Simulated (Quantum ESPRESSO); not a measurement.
**The electronic dielectric constant of LiCl, sorted by core time**

```xyz
2
Lattice="0.0000 2.5648 2.5648 2.5648 0.0000 2.5648 2.5648 2.5648 0.0000" Properties=species:S:1:pos:R:3 pbc="T T T"
Cl    2.5648    2.5648    2.5648
Li    0.0000    0.0000    0.0000
```

| rung | level | program and potentials | cutoff (eV) | k mesh | task | core time | chip | electronic dielectric constant | miss | notes |
| --- | --- | --- | --- | --- | --- | --- | --- | --- | --- | --- |
| GGA | WC | Quantum ESPRESSO, PseudoDojo 0.4.1 SR PBE standard | 1007 | 4 × 4 × 4, shifted | phonons | 47 s | Intel Xeon 6975P-C Granite Rapids | 3.06 | +11.3 % | potentials made for PBE; cell relaxed first (16.33 Å³/atom) |
| GGA | RPBE | Quantum ESPRESSO, PseudoDojo 0.4.1 SR PBE standard | 1007 | 4 × 4 × 4, shifted | phonons | 49 s | Intel Xeon 6975P-C Granite Rapids | 2.82 | +2.5 % | potentials made for PBE; cell relaxed first (18.12 Å³/atom) |
| GGA | AM05 | Quantum ESPRESSO, PseudoDojo 0.4.1 SR PBE standard | 1007 | 6 × 6 × 6, shifted | dielectric tensor | 89 s | Intel Xeon Platinum 8375C Ice Lake | 2.98 | +8.4 % | potentials made for PBE |
| GGA | WC | Quantum ESPRESSO, PseudoDojo 0.4.1 SR PBE standard | 1007 | 6 × 6 × 6, shifted | dielectric tensor | 93 s | Intel Xeon Platinum 8375C Ice Lake | (a) | ? | potentials made for PBE |
| LDA | LDA | Quantum ESPRESSO, JTH 2.0 LDA | 707 | 6 × 6 × 6, shifted | phonons | 1.9 min | Arm Neoverse V1 | 3.18 | +15.6 % | cell relaxed first (15.34 Å³/atom) |
| GGA | PBE | Quantum ESPRESSO, JTH 2.0 PBE | 707 | 6 × 6 × 6, shifted | phonons | 2.4 min | Arm Neoverse V1 | 2.95 | +7.3 % | cell relaxed first (17.09 Å³/atom) |
| GGA | PBE | Quantum ESPRESSO, SPMS 1.0 PBE | 912 | 6 × 6 × 6, shifted | phonons | 2.5 min | Arm Neoverse V1 | 2.96 | +7.6 % | - |
| GGA | PBE | Quantum ESPRESSO, SSSP 1.3 efficiency PBE | 748 | 6 × 6 × 6, shifted | phonons | 3.3 min | Arm Neoverse V1 | 2.96 | +7.6 % | - |

Times are single runs on shared hosts and different chips, so they are rough; meshes, cutoffs and the tasks' sizes weigh on the time. All rows: no spin polarisation. The cell comes from a database and isn't always the measured one. Meshes differ between rows, which moves values too. All levels ran on this one cell, unrelaxed unless noted. Meshes are those of the run's cell of 2 atoms unless a note names another. Misses use the values as printed. Runs on faulty files, with rough fits or with known faults for this quantity aren't shown. No row holds spin-orbit coupling.

Measured: 2.75 (a printed reference work). The runs are for a static lattice.

Question: Estimate the value left out from the other rows.

Answer: (a) 3.02, miss +9.8 %.
